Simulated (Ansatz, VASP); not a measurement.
## Si: VASP beside Ansatz

File INCAR:

```
PREC = Accurate
ENCUT = 520
EDIFF = 1E-7
ISMEAR = 0
SIGMA = 0.02
LREAL = F
LASPH = T
NELM = 100
ALGO = Normal
ISIF = 2
LWAVE = F
LCHARG = F
GGA = PE
NBANDS = 11
```

The input KPOINTS:

```
Automatic mesh
0
Gamma
  8 8 8
```

The input POSCAR:

```
Si
1.0
    0.0000000000      2.7350468288      2.7350468288
    2.7350468288      0.0000000000      2.7350468288
    2.7350468288      2.7350468288      0.0000000000
Si
2
Direct
    0.2500000000      0.2500000000      0.2500000000
    0.0000000000      0.0000000000      0.0000000000
```

Input for Ansatz:

```yaml
crystal:
  lattice:
    - [0.0, 2.7350468288, 2.7350468288]
    - [2.7350468288, 0.0, 2.7350468288]
    - [2.7350468288, 2.7350468288, 0.0]
  atoms:
    - { symbol: Si, position: [0.25, 0.25, 0.25] }
    - { symbol: Si, position: [0.0, 0.0, 0.0] }
basis:
  ecutwfc: 420
  xc_grid: 2
kpoints:
  mp_grid: { grid: [8, 8, 8] }
  band_path: { path: [VBM, CBM], npoints: 2 }
hamiltonian:
  xc: pbe
scf:
  occupations: { method: gaussian, width: 0.02 }
output:
  forces: true
  stress: true
  eigenvalues: true
```

Alike in both runs: task single point; functional PBE; k mesh 8 × 8 × 8; occupations gaussian, width 0.02 eV; no spin polarisation.

|  | VASP | Ansatz |
| --- | --- | --- |
| version | VASP 6.6.1 | Ansatz 0.2.0 |
| potentials or method | VASP PAW PBE potentials, release 64 (Si) | scalar-relativistic, plane waves, PAW |
| plane-wave cutoff (eV) | 520 | 420 |
| valence electrons in the cell | 8 | 8 |

|  | VASP | Ansatz | Ansatz less VASP |
| --- | --- | --- | --- |
| gap on the k mesh at the Fermi level (eV) | 0.65 | 0.65 | -0.003 |
| least direct gap on the mesh (eV) | 2.56 | 2.55 | -0.005 |
| pressure (GPa) | -0.1 | 0.0 | +0.08 |

The functional is the same, so the differences come from potentials, cutoffs and numerics.

A k mesh can miss the band edges. PBE gaps usually lie below the measured ones, often by a third to a half.
